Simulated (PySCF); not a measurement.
Work out the structure from these simulated measurements.

Formula: C4H10N; charge +1.

* XPS: C1s 295.8 (×2), C1s 297.4 (×2), N1s 413.8 eV [ΔSCF SCAN, pcX-2 on the ionised atom, pcseg-1 elsewhere, spin-free X2C]
* Couplings: largest of the computed one-bond spin–spin couplings (means over like bonds): 13C–1H +156.8 (×4), 13C–1H +144.7 (×4), 15N–1H -79.3 (×2), 13C–13C +34.9 (×2), 13C–13C +31.6, 15N–13C -3.8 (×2) Hz [B3LYP/pcJ-1, spin–dipole term left out for some pairs]
* UV, strongest line: among the 10 lowest singlet transitions: S5 at 9.53 eV (130 nm, f = 0.037) [TDDFT PBE0/def2-SVPD]
* NMR, other nuclei: isotropic shieldings of nuclei other than C and H, by class: 195 (1 N) ppm [GIAO PBE0/pcSseg-1]
* Triplet: lowest triplet excitation (Tamm–Dancoff): 8.44 eV [TDA PBE0/def2-SVPD]
* Rotational structure: rotational constants A, B, C: 6.606, 6.470, 3.777 GHz [PBE0-D3(BJ)/def2-SVP]
* 13C NMR: chemical shifts (computed TMS as zero) by class: 52.8 (2 C), 27.3 (2 C) ppm [GIAO PBE0/pcSseg-1]
* Polarisability: 49.1 au [PBE0/def2-SVPD]

Electronic properties: PySCF, gas phase, density fitting. Levels stand in brackets. The structure is a single PBE0-D3(BJ)/def2-SVP conformer in the gas phase; no vibrational or solvent corrections. NMR values are class means; diastereotopic atoms form classes of their own.

Question: What is the compound? Reason from the data.

Answer: Numbering: `[CH2:1]1[CH2:2][CH2:3][NH2+:4][CH2:5]1`. 4 carbons fall into 2 classes; from least to most shielded: ring sp3 carbon bound to nitrogen [C3/C5] (52.8 ppm, 2 C), ring CH2 carbon [C1/C2] (27.3 ppm, 2 C). The other shieldings belong to: 195 ppm, ammonium nitrogen [N4]. The couplings run between: +156.8 Hz, sp3 carbon bound to nitrogen [C3] and its hydrogen (with 3 like pairs); +144.7 Hz, ring CH2 carbon [C1] and its hydrogen (with 3 like pairs); -79.3 Hz, ammonium nitrogen [N4] and its hydrogen (with 1 like pair); +34.9 Hz, ring CH2 carbon [C1] and sp3 carbon bound to nitrogen [C5] (with 1 like pair); +31.6 Hz, ring CH2 carbon [C1] and ring CH2 carbon [C2]; -3.8 Hz, ammonium nitrogen [N4] and sp3 carbon bound to nitrogen [C3] (with 1 like pair). The core levels belong to: C1s 295.8 eV, ring CH2 carbon [C1/C2]; C1s 297.4 eV, sp3 carbon bound to nitrogen [C3/C5]; N1s 413.8 eV, ammonium nitrogen [N4]. One atom of each topological class was ionised and stands for its class. The optimised geometry has point group C1 and is an asymmetric top. Structure: `C1CC[NH2+]C1`. Computed isomers that give other values at the same levels: `CC=[N+](C)C` (rotational constant A: 8.503 GHz; this holds for the one conformer computed); `C[NH+]1CCC1` (rotational constant A: 9.903 GHz; this holds for the one conformer computed). The assignments are read from this structure; whether some other isomer fits the data as well wasn't checked.
